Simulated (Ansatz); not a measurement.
The cell is COD entry 1534932, as deposited and not checked against the literature; nothing was relaxed. The listed cell was then made from it by scaling, straining or moving an atom.

An input for Ta: DFT, PBE, all-electron PAW with datasets made for the crystal, scalar-relativistic (Ansatz 0.2.0).

Command: `ansatz run input.yaml --threads 1 --pin off --max-ram 3072MiB --backend cpu --events-out ev --progress --plain --runs-dir out` The run took 20 s on 1 thread of Arm Neoverse V2 (shared host), peak memory 0.68 GiB.

```yaml
crystal:
  lattice:
    - [0.0, 2.11, 2.1522]
    - [2.11, 0.0, 2.1522]
    - [2.11, 2.11, 0.0]
  atoms:
    - { symbol: Ta, position: [0.0, 0.0, 0.0] }
kpoints:
  mp_grid: { grid: [15, 15, 15] }
scf:
  occupations: { method: fermi_dirac, width: 0.08 }
hamiltonian:
  xc: pbe
  pseudopotentials: { kind: all_electron, datasets: crystal }
output:
  forces: true
  stress: true
  eigenvalues: true
  efg: { contact_densities: true }
```

Set-up and iterations as logged by Ansatz (the results part is left out, to be predicted):

```
hamiltonian.pseudopotentials.datasets: crystal makes datasets for this crystal and solves the spheres of its atoms anew in each pass: cutoff 240.0 eV, the density's 960.0 eV; for an error of 0.50 meV an atom under PBE, 0.5 meV for the cell; an energy difference from a run of another recipe may be off by several times the error for the cell, under r2SCAN by more, where some 0.1 meV an atom stays at smaller errors; Ta in spheres of 1.376 Å, 13 of its electrons in bands, 14 on its site; only band paths and densities of states list, in semicore columns, the levels of the semicore shells that are solved separately: 4f of Ta
Engine: ansatz 0.2.0
Pseudopotentials: kind: all_electron
Pseudopotential: Ta, paw, valence charge 27, recommended cutoff 240 eV (normal), Koelling and Harmon's equation, gaussian nucleus
Functional definition: PBE
  parameter kappa = 0.804
  parameter beta = 0.06672455060314922
  exchange = pbe_x(kappa = kappa, mu = beta*pi^2/3)
  correlation = pbe_c(beta = beta)
Crystal: 1 atoms, lattice volume = 19.164 Å³
Basis set: ecut = 240 eV, 169 PW (Γ), exchange–correlation on 32×32×32 points (8 copies of the dense FFT grid, shifted against one another)
Bands: 11, of which v1, the nominal top of the filled ones, is band 7 counted from 1 (6 counted from 0)
Symmetry: 16 space group operations
Space group: I4/mmm (ITA 139), of the structure as read, at distance tolerance 2.7e-5 Å
k-points: 288 of 3375
Non-local potential: Ta, projectors of the file, l = 0: 2, l = 1: 2, l = 2: 2
PAW form: soft (Blöchl's): semilocal exchange-correlation on the pseudo side does not see the compensation charge
PAW one-centre angular grid: Ta, 590 points (default); XC on its mesh's 1823 points in the sphere
Initial density: superposition of atomic densities (neutral atoms: chi_scale 0, normalization atom)
Initial wavefunctions: pseudopotential atomic-orbital guess
Functional: x = pbe(κ = 0.804, μ = 0.2195149727645171), c = pbe(β = 0.06672455060314922)
iter 1 solved again at ethr=1.33e-2 eV; its pass at ethr=1.00e-1 eV (dr2=1.73e0 eV) is discarded
SCF iter   1: F=—  HF=-424569.458642 eV  |F-HF|=—  |Δ(HF+E_count)|=         —  Δρ=8.60e-2  dr2=1.73e0  ethr=1.33e-2  ⟨swp⟩=2.0  Hψ=16707  notcnv=0
iter 2 solved again at ethr=7.87e-4 eV; its pass at ethr=1.33e-2 eV (dr2=1.02e-1 eV) is discarded
SCF iter   2: F=—  HF=-424568.909245 eV  |F-HF|=—  |Δ(HF+E_count)|=   5.49e-1  Δρ=2.41e-2  dr2=1.02e-1  ethr=7.87e-4  ⟨swp⟩=2.0  Hψ=15026  notcnv=0
SCF iter   3: F=—  HF=-424568.874989 eV  |F-HF|=—  |Δ(HF+E_count)|=   3.43e-2  Δρ=4.81e-3  dr2=2.37e-3  ethr=7.84e-4  ⟨swp⟩=2.7  Hψ=6610  notcnv=0
SCF iter   4: F=—  HF=-424568.874219 eV  |F-HF|=—  |Δ(HF+E_count)|=   7.69e-4  Δρ=1.13e-3  dr2=1.55e-4  ethr=1.82e-5  ⟨swp⟩=3.0  Hψ=5843  notcnv=0
SCF iter   5: F=—  HF=-424568.874847 eV  |F-HF|=—  |Δ(HF+E_count)|=   6.28e-4  Δρ=1.73e-4  dr2=1.36e-6  ethr=1.19e-6  ⟨swp⟩=3.0  Hψ=7942  notcnv=0
SCF iter   6: F=—  HF=-424568.874848 eV  |F-HF|=—  |Δ(HF+E_count)|=   1.23e-6  Δρ=5.95e-5  dr2=1.37e-7  ethr=1.04e-8  ⟨swp⟩=2.8  Hψ=5568  notcnv=0
SCF iter   7: F=-424568.874849 eV  HF=-424568.874849 eV  |F-HF|=5.82e-10  |Δ(HF+E_count)|=   2.87e-7  Δρ=2.83e-6  dr2=7.36e-10  ethr=1.06e-9  ⟨swp⟩=3.0  Hψ=6005  notcnv=0
```

Question: What pressure will this run report?

Answer: -3.12 GPa (positive in compression).
